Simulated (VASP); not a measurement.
# SnO2 (I4_1/amd) in VASP: a series of runs, part 2 of 3

VASP 6.6.1. Earlier steps stand in the parts before.

## Step 3: EvGW0 quasiparticle levels, LDA

Input file POSCAR:

```
SnO2
1.0
   -2.0000686112      2.0000686112      5.1236788559
    2.0000686112     -2.0000686112      5.1236788559
    2.0000686112      2.0000686112     -5.1236788559
Sn O
2 4
Direct
    0.0000000000      0.0000000000      0.0000000000
    0.7500000000      0.2500000000      0.5000000000
    0.5465225900      0.0465225900      0.5000000000
    0.2034774100      0.2034774100      0.0000000000
    0.9534774100      0.4534774100      0.5000000000
    0.7965225900      0.7965225900      0.0000000000
```

Input file INCAR.step1:

```
PREC = Accurate
ENCUT = 500
EDIFF = 1E-8
ISMEAR = 0
SIGMA = 0.01
LREAL = F
LASPH = T
NELM = 100
ALGO = Fast
LWAVE = T
LCHARG = F
GGA = CA
KPAR = 4
```

Input file INCAR.step2:

```
PREC = Accurate
ENCUT = 500
EDIFF = 1E-8
ISMEAR = 0
SIGMA = 0.01
LREAL = F
LASPH = T
NELM = 1
ALGO = Exact
LWAVE = T
LCHARG = F
GGA = CA
NBANDS = 368
LOPTICS = T
ISTART = 1
KPAR = 4
```

Input file INCAR.step3:

```
PREC = Accurate
ENCUT = 500
EDIFF = 1E-8
ISMEAR = 0
SIGMA = 0.01
LREAL = F
LASPH = T
ALGO = EVGW0
LWAVE = F
LCHARG = F
GGA = CA
NELMGW = 4
NBANDS = 368
ENCUTGW = 150
NOMEGA = 50
PRECFOCK = Fast
ISTART = 1
NBANDSGW = 34
KPAR = 4
```

Input file KPOINTS:

```
regular mesh
0
Gamma
  4 4 4
```

Potentials or basis: VASP PAW LDA potentials, release 64 (Sn_d_GW, O_GW).

On the command line:

```bash
> cat potpaw_LDA.64/Sn_d_GW/POTCAR potpaw_LDA.64/O_GW/POTCAR > POTCAR
> cp INCAR.step1 INCAR
> mpirun -np 4 vasp_std > vasp.out
> cp INCAR.step2 INCAR
> mpirun -np 4 vasp_std > vasp.out
> cp INCAR.step3 INCAR
> mpirun -np 4 vasp_std > vasp.out
```

OUTCAR:

```text
PREC = Accurate
   ENCUT = 500
   EDIFF = 1E-8
   ISMEAR = 0
   LREAL = F
   LASPH = T
   GGA = CA
   NELMGW = 4
   ENCUTGW = 150
   PRECFOCK = Fast
   ISTART = 1

 ion  position               nearest neighbor table
   1  0.000  0.000  0.000-   3 2.06   5 2.06   3 2.06   5 2.06   4 2.09   6 2.09
   2  0.750  0.250  0.500-   6 2.06   4 2.06   6 2.06   4 2.06   3 2.09   5 2.09
   3  0.547  0.047  0.500-   1 2.06   1 2.06   2 2.09
   4  0.203  0.203  0.000-   2 2.06   2 2.06   1 2.09
   5  0.953  0.453  0.500-   1 2.06   1 2.06   2 2.09
   6  0.797  0.797  0.000-   2 2.06   2 2.06   1 2.09

  LATTYP: Found a body centered tetragonal cell.
 ALAT       =     4.0001372224
 C/A-ratio  =     2.5617515455

  Lattice vectors:

 A1 = (  -2.0000686112,   2.0000686112,   5.1236788559)
 A2 = (   2.0000686112,  -2.0000686112,   5.1236788559)
 A3 = (   2.0000686112,   2.0000686112,  -5.1236788559)

Analysis of symmetry for initial positions (statically):
=====================================================================
 Subroutine PRICEL returns:
 Original cell was already a primitive cell.

 Routine SETGRP: Setting up the symmetry group for a
 body centered tetragonal supercell.

 Subroutine GETGRP returns: Found 16 space group operations
 (whereof  8 operations were pure point group operations)
 out of a pool of 16 trial point group operations.

The static configuration has the point symmetry D_2d.
 The point group associated with its full space group is D_4h.

Analysis of symmetry for dynamics (positions and initial velocities):
=====================================================================
 Subroutine PRICEL returns:
 Original cell was already a primitive cell.

 Routine SETGRP: Setting up the symmetry group for a
 body centered tetragonal supercell.

[... 90 lines left out ...]
   NGXF,Y,Z  is equivalent  to a cutoff of  27.27, 27.27, 27.27 a.u.
 SYSTEM =  unknown system
   PREC   = accura    normal or accurate (medium, high low for compatibility)
   ISTART =      1    job   : 0-new  1-cont  2-samecut
   ICHARG =      0    charge: 1-file 2-atom 10-const
   ISPIN  =      1    spin polarized calculation?
   LNONCOLLINEAR =      F non collinear calculations
   LSORBIT =      F    spin-orbit coupling
   LASPH  =      T    aspherical Exc in radial PAW
   ENCUT  =  500.0 eV  36.75 Ry    6.06 a.u.  10.67 10.67 10.67*2*pi/ulx,y,z
   NELM   =     60;   NELMIN=  2; NELMDL=  0     # of ELM steps
   EDIFF  = 0.1E-07   stopping-criterion for ELM
   LREAL  =      F    real-space projection
   EDIFFG = 0.1E-06   stopping-criterion for IOM
   NSW    =      0    number of steps for IOM
   IBRION =     -1    ionic relax: 0-MD 1-quasi-New 2-CG
   NFREE  =      0    steps in history (QN), initial steepest desc. (CG)
   ISIF   =      0    stress and relaxation
   ISYM   =      3    0-nonsym 1-usesym 2-fastsym
   POTIM  = 0.5000    time-step for ionic-motion
   TEBEG  =    0.0;   TEEND  =   0.0 temperature during run
   PSTRESS=    0.0 pullay stress
   NELECT =      52.0000    total number of electrons
   NUPDOWN=      -1.0000    fix difference up-down
   EMIN   =  10.00;   EMAX   =-10.00  energy-range for DOS
   EFERMI =   0.00;   METHOD = LEGACY
   ISMEAR =     0;   SIGMA  =   0.01  broadening in eV -4-tet -1-fermi 0-gaus
   EFERMI_NEDOS =   21; number of points for ismear=-14 and -15
   IALGO  =     38    algorithm
   IMIX   =      4    mixing-type and parameters
     AMIX     =   0.40;   BMIX     =  1.00
     AMIX_MAG =   1.60;   BMIX_MAG =  1.00
  volume/ion in A,a.u.               =      13.66        92.21
  Fermi-wavevector in a.u.,A,eV,Ry     =   1.406583  2.658057 26.918799  1.978476
  Thomas-Fermi vector in A             =   2.528929
   LORBIT       =      0    0 simple, 1 ext, 2 COOP (PROOUT), +10 PAW based schemes
   GGA     = CA    functional components
   LHFCALC =     T    Hartree Fock is set to
   PRECFOCK=fast      Normal, Fast or Accurate (Low or Medium for compatibility)
   ENCUT4O =  -1.0   cutoff for four orbital integrals eV
   NKREDX  =     1    reduce k-point grid by
   NKREDY  =     1    reduce k-point grid by
   NKREDZ  =     1    reduce k-point grid by
   AEXX    =    1.0000 exact exchange contribution
   HFSCREEN=    0.0000 screening length (either q_TF or 0.3 A-1)
   HFSCREENC=   0.0000 screening length for correlation (either q_TF or 0.3 A-1)
   ENCUTFOCK=  -1.0 apply spherical cutoff to Coloumb kernel
   IVDW    =     0    specifies the selected vdW correction
   LEPSILON=     F    determine dielectric tensor
   LRPA    =     F    only Hartree local field effects (RPA)
   LRPAFORCE           =     F    calculate RPA forces
   ENCUTGW             = 150.0    cutoff for response function in eV
   ENCUTGWSOFT         = 120.0    soft cutoff for Coulomb kernel in GW response function in eV
   ENCUTLF             =  -1.0    cutoff for local field effects
   NELMGW              =     4    number of iterations in solving QP/BSE equation
   NELMHF              =     1    number of iterations in the inner HF iteration
   NKREDLFX            =     1    NKREDLFY  =   1   NKREDLFZ  =   1
 non-spin polarized calculation
 Gauss-broadening in eV      SIGMA  =   0.01
  energy-cutoff  :      500.00
  volume of cell :       81.98
 maximum number of plane-waves:      2099
 NGX is ok and might be reduce to    48
  NGX = 24; NGY = 24; NGZ = 24
   NGX = 21   NGY = 21   NGZ = 21
 maximum number of plane-waves:       352

 QP shifts <psi_nk| G(iteration)W_0 |psi_nk>: iteration 1
 for sc-GW calculations column KS-energies equals QP-energies in previous step
 and V_xc(KS)=  KS-energies - (<T + V_ion + V_H > + <T+V_H+V_ion>^1  + <V_x>^1)

 k-point   1 :       0.0000    0.0000    0.0000
  band No.  KS-energies  QP-energies   sigma(KS)   V_xc(KS)     V^pw_x(r,r')   Z            occupation Imag(sigma)

      1     -18.1369     -20.9385     -21.4731     -17.6149     -28.1158       0.7262       2.0000       0.5588
      2     -18.1184     -20.9178     -21.4818     -17.6328     -28.1260       0.7273       2.0000       0.5799
      3     -17.9888     -20.8917     -21.5734     -17.6188     -28.0081       0.7341       2.0000       0.5332
      4     -17.4531     -20.7023     -21.7161     -17.4869     -27.3930       0.7683       2.0000       0.4757
      5     -17.3539     -20.6044     -21.6193     -17.3884     -26.9769       0.7683       2.0000       0.3218
      6     -17.3539     -20.6044     -21.6193     -17.3884     -26.9769       0.7683       2.0000       0.3218
[... 1817 lines left out ...]
     32      14.3183      14.3214     -12.2199      26.5422      -7.1348       0.7793       0.0000      -0.1362
     33      14.5446      14.5476     -11.5029      26.0514      -6.4114       0.7847       0.0000      -0.1440
```

OUTCAR.step1:

```text
PREC = Accurate
   ENCUT = 500
   EDIFF = 1E-8
   ISMEAR = 0
   LREAL = F
[... 669 lines left out ...]
      0.00000      2.00007      0.47673        -0.000000     -0.000000      0.185972
      0.00000      0.00000      2.08511        -0.000000     -0.000000     -0.185972
      0.00000      2.00007      4.64695        -0.000000     -0.000000     -0.185972
      0.00000      0.00000      8.16225         0.000000      0.000000      0.185972
 -----------------------------------------------------------------------------------
    total drift:                               -0.000000      0.000000     -0.000000

  FREE ENERGIE OF THE ION-ELECTRON SYSTEM (eV)
  ---------------------------------------------------
  free  energy   TOTEN  =       -41.9083008219 eV

  energy  without entropy=      -41.9083008219  energy(sigma->0) =      -41.90830082
```

Wall time 72 min (4 MPI ranks of Intel Xeon 6975P-C (Granite Rapids), shared host); peak memory 1.5 GiB.

What came out:

```yaml
Band_gap_on_the_k_mesh_mean-field_level: 1.52 eV, indirect (least direct gap 1.91 eV)
Quasiparticle_gap: 3.47 eV
Least_direct_quasiparticle_gap: 3.96 eV
```

Levels at points of the mesh, in eV from the valence-band top:
| k point | band 23 | band 24 | band 25 | band 26 | band 27 | band 28 | band 29 | band 30 |
| --- | --- | --- | --- | --- | --- | --- | --- | --- |
| (0.00, 0.00, 0.00) | -0.68 | -0.68 | -0.39 | -0.39 | 1.52 | 5.40 | 9.03 | 9.60 |
| (0.50, 0.00, 0.00) | -0.78 | -0.76 | -0.59 | -0.41 | 4.83 | 6.03 | 7.72 | 8.42 |
| (0.50, 0.50, 0.00) | -0.84 | -0.84 | -0.05 | -0.05 | 7.16 | 7.16 | 7.47 | 7.48 |
| (0.50, 0.50, 0.50) | -1.03 | -1.03 | -0.28 | -0.28 | 4.13 | 4.13 | 7.39 | 7.39 |

Quasiparticle gap after each update of the energies (eV): 3.16, 3.42, 3.47, 3.47

Caveat: the k mesh is coarse (spacing up to 0.56 Å⁻¹), so the values aren't converged; bands, screening cutoff and mesh are small and nothing is extrapolated, so the quasiparticle values aren't converged; spin-orbit coupling is left out, which moves the levels of the heavy elements. A k mesh can miss the band edges.

## Step 4: Dielectric tensor, LDA

Input file INCAR:

```
PREC = Accurate
ENCUT = 520
EDIFF = 1E-8
ISMEAR = 0
SIGMA = 0.02
LREAL = False
LASPH = True
NELM = 60
ALGO = Normal
ISIF = 2
LWAVE = False
LCHARG = False
GGA = CA
LEPSILON = True
KPAR = 4
```

Input file KPOINTS:

```
regular mesh
0
Gamma
  10 10 10
```

POSCAR is that of step 3.

Potentials or basis: VASP PAW LDA potentials, release 64 (Sn_d, O).

On the command line:

```bash
> cat potpaw_LDA.64/Sn_d/POTCAR potpaw_LDA.64/O/POTCAR > POTCAR
> mpirun -np 4 vasp_std > vasp.out
```

OUTCAR:

```text
PREC = Accurate
   ENCUT = 520
   EDIFF = 1E-8
   ISMEAR = 0
   LREAL = False
   LASPH = True
   NELM = 60
   ISIF = 2
   GGA = CA
   LEPSILON = True

 ion  position               nearest neighbor table
   1  0.000  0.000  0.000-   3 2.06   5 2.06   3 2.06   5 2.06   4 2.09   6 2.09   2 3.25   2 3.25
                             2 3.25   2 3.25
   2  0.750  0.250  0.500-   6 2.06   4 2.06   6 2.06   4 2.06   3 2.09   5 2.09   1 3.25   1 3.25
                             1 3.25   1 3.25
   3  0.547  0.047  0.500-   1 2.06   1 2.06   2 2.09
   4  0.203  0.203  0.000-   2 2.06   2 2.06   1 2.09
   5  0.953  0.453  0.500-   1 2.06   1 2.06   2 2.09
   6  0.797  0.797  0.000-   2 2.06   2 2.06   1 2.09

  LATTYP: Found a body centered tetragonal cell.
 ALAT       =     4.0001372224
 C/A-ratio  =     2.5617515455

  Lattice vectors:

 A1 = (  -2.0000686112,   2.0000686112,   5.1236788559)
 A2 = (   2.0000686112,  -2.0000686112,   5.1236788559)
 A3 = (   2.0000686112,   2.0000686112,  -5.1236788559)

Analysis of symmetry for initial positions (statically):
=====================================================================
 Subroutine PRICEL returns:
 Original cell was already a primitive cell.

 Routine SETGRP: Setting up the symmetry group for a
 body centered tetragonal supercell.

 Subroutine GETGRP returns: Found 16 space group operations
 (whereof  8 operations were pure point group operations)
 out of a pool of 16 trial point group operations.

The static configuration has the point symmetry D_2d.
 The point group associated with its full space group is D_4h.

Analysis of symmetry for dynamics (positions and initial velocities):
=====================================================================
 Subroutine PRICEL returns:
 Original cell was already a primitive cell.

 Routine SETGRP: Setting up the symmetry group for a
 body centered tetragonal supercell.

 Subroutine GETGRP returns: Found 16 space group operations
 (whereof  8 operations were pure point group operations)
 out of a pool of 16 trial point group operations.

The dynamic configuration has the point symmetry D_2d.
 The point group associated with its full space group is D_4h.

 Subroutine INISYM returns: Found 16 space group operations
 (whereof  8 operations are pure point group operations),
 and found     1 'primitive' translations

----------------------------------------------------------------------------------------

                                     Primitive cell

  volume of cell :      81.9845

  direct lattice vectors                    reciprocal lattice vectors
    -2.000068611  2.000068611  5.123678856     0.000000000  0.249991424  0.097586132
     2.000068611 -2.000068611  5.123678856     0.249991424  0.000000000  0.097586132
     2.000068611  2.000068611 -5.123678856     0.249991424  0.249991424  0.000000000

  length of vectors
     5.852574982  5.852574982  5.852574982     0.268363122  0.268363122  0.353541262

  position of ions in fractional coordinates (direct lattice)
     0.000000000  0.000000000  0.000000000
     0.750000000  0.250000000  0.500000000
     0.546522590  0.046522590  0.500000000
     0.203477410  0.203477410  0.000000000
     0.953477410  0.453477410  0.500000000
[... 960 lines left out ...]
  energy-cutoff  :      520.00
  volume of cell :       81.98
      direct lattice vectors                 reciprocal lattice vectors
    -2.000068611  2.000068611  5.123678856     0.000000000  0.249991424  0.097586132
     2.000068611 -2.000068611  5.123678856     0.249991424  0.000000000  0.097586132
     2.000068611  2.000068611 -5.123678856     0.249991424  0.249991424  0.000000000

 POSITION                                       TOTAL-FORCE (eV/Angst)
 -----------------------------------------------------------------------------------
      0.00000      0.00000      0.00000         0.000000      0.000000     -0.000000
     -0.00000      2.00007      2.56184         0.000000      0.000000      0.000000
      0.00000      2.00007      0.47673         0.000000      0.000000      0.158123
      0.00000      0.00000      2.08511         0.000000      0.000000     -0.158123
      0.00000      2.00007      4.64695        -0.000000     -0.000000     -0.158123
      0.00000      0.00000      8.16225        -0.000000     -0.000000      0.158123
 -----------------------------------------------------------------------------------
    total drift:                                0.000000      0.000000     -0.000000

  FREE ENERGIE OF THE ION-ELECTRON SYSTEM (eV)
  ---------------------------------------------------
  free  energy   TOTEN  =       -41.7247202689 eV

  energy  without entropy=      -41.7247202689  energy(sigma->0) =      -41.72472027

 HEAD OF MICROSCOPIC STATIC DIELECTRIC TENSOR (INDEPENDENT PARTICLE, excluding Hartree and local field effects)
 ------------------------------------------------------
           4.241826     0.000000     0.000000
           0.000000     4.241826     0.000000
           0.000000    -0.000000     4.443502
 ------------------------------------------------------

 Free energy of the ion-electron system (eV)
  ---------------------------------------------------
  ---------------------------------------------------
  free energy    TOTEN  =        -0.73772167 eV

  energy without entropy =       -0.73772167

------------------------ aborting loop because EDIFF is reached ----------------------------------------

--------------------------------------- Ionic step        2  -------------------------------------------

------------------------ aborting loop because EDIFF is reached ----------------------------------------

--------------------------------------- Ionic step        3  -------------------------------------------

 Free energy of the ion-electron system (eV)
  ---------------------------------------------------
  ---------------------------------------------------
  free energy    TOTEN  =        -0.76851424 eV

  energy without entropy =       -0.76851424

------------------------ aborting loop because EDIFF is reached ----------------------------------------

 PIEZOELECTRIC TENSOR FIELD DIRECTION 3  (e Angst)
 -----------------------------------------------------------------------------
    -0.00016  0.00000  0.00000           (  0.00001  0.00000  0.00000)
     0.00000 -0.00016  0.00000           (  0.00000  0.00001  0.00000)
     0.00000  0.00000 -0.00095           (  0.00000  0.00000  0.00002)

 PIEZOELECTRIC TENSOR FIELD DIRECTION 3  (C/m^2)
 -----------------------------------------------------------------------------
    -0.00003  0.00000  0.00000
     0.00000 -0.00003  0.00000
     0.00000  0.00000 -0.00019

 MACROSCOPIC STATIC DIELECTRIC TENSOR (including local field effects in DFT)
 ------------------------------------------------------
           4.114313     0.000000     0.000000
           0.000000     4.114313    -0.000000
          -0.000000     0.000000     4.224626
 ------------------------------------------------------

 PIEZOELECTRIC TENSOR (including local field effects)  for field in x, y, z        (e  Angst)
          XX          YY          ZZ          XY          YZ          ZX
  --------------------------------------------------------------------------------
  x     0.00000     0.00000     0.00000     0.00000     0.00000     0.00000
  y     0.00000     0.00000     0.00000     0.00000     0.00000     0.00000
  z     0.00000     0.00000     0.00000     0.00000     0.00000     0.00000

 PIEZOELECTRIC TENSOR (including local field effects)  for field in x, y, z        (C/m^2)
          XX          YY          ZZ          XY          YZ          ZX
  --------------------------------------------------------------------------------
  x     0.00000     0.00000     0.00000     0.00000     0.00000     0.00000
  y     0.00000     0.00000     0.00000     0.00000     0.00000     0.00000
  z     0.00000     0.00000     0.00000     0.00000     0.00000     0.00000

 BORN EFFECTIVE CHARGES (including local field effects) (in |e|, cummulative output)
 ---------------------------------------------------------------------------------
 ion    1
    1     4.11626    -0.00000     0.00000
    2     0.00000     4.11626     0.00000
    3     0.00000     0.00000     4.10740
 ion    2
    1     4.11626    -0.00000     0.00000
    2     0.00000     4.11626     0.00000
    3     0.00000     0.00000     4.10740
 ion    3
    1    -1.17040     0.00000     0.00000
    2     0.00000    -2.94586     0.00000
    3     0.00000     0.00000    -2.05370
 ion    4
    1    -1.17040     0.00000     0.00000
    2     0.00000    -2.94586     0.00000
    3     0.00000     0.00000    -2.05370
 ion    5
    1    -2.94586    -0.00000     0.00000
    2    -0.00000    -1.17040     0.00000
    3     0.00000     0.00000    -2.05370
 ion    6
    1    -2.94586     0.00000     0.00000
    2     0.00000    -1.17040     0.00000
    3     0.00000     0.00000    -2.05370
```

Run time: 19 min. Hardware: 4 MPI ranks of Intel Xeon 6975P-C (Granite Rapids), shared host; peak memory 1.1 GiB.

What came out:

- Band gap on the k mesh: 1.52 eV, indirect (least direct gap 1.91 eV)
- Electronic dielectric tensor (diagonal): 4.11, 4.11, 4.22
- Born charges (mean of the diagonal): Sn +4.11; O -2.06 e

Levels at points of the mesh, in eV from the valence-band top:
```csv
k point,band 23,band 24,band 25,band 26,band 27,band 28,band 29,band 30
"(0.00, 0.00, 0.00)",-0.68,-0.68,-0.39,-0.39,1.52,5.40,9.01,9.54
"(0.50, 0.00, 0.00)",-0.78,-0.76,-0.59,-0.41,4.83,6.03,7.71,8.42
"(0.50, 0.50, 0.00)",-0.84,-0.84,-0.05,-0.05,7.16,7.16,7.47,7.47
"(0.50, 0.50, 0.50)",-1.03,-1.03,-0.29,-0.29,4.13,4.13,7.38,7.38
```

Electronic dielectric tensor:
```
4.11 0.00 0.00
0.00 4.11 0.00
0.00 0.00 4.22
```

Born effective charge tensors (e):
atom 1, Sn
```
4.12 0.00 0.00
0.00 4.12 0.00
0.00 0.00 4.11
```
atom 2, Sn
```
4.12 0.00 0.00
0.00 4.12 0.00
0.00 0.00 4.11
```
atom 3, O
```
-1.17  0.00  0.00
 0.00 -2.95  0.00
 0.00  0.00 -2.05
```
atom 4, O
```
-1.17  0.00  0.00
 0.00 -2.95  0.00
 0.00  0.00 -2.05
```
atom 5, O
```
-2.95  0.00  0.00
 0.00 -1.17  0.00
 0.00  0.00 -2.05
```
atom 6, O
```
-2.95  0.00  0.00
 0.00 -1.17  0.00
 0.00  0.00 -2.05
```

Caveat: spin-orbit coupling is left out, which moves the levels of the heavy elements.

[end of part 2 of 3]
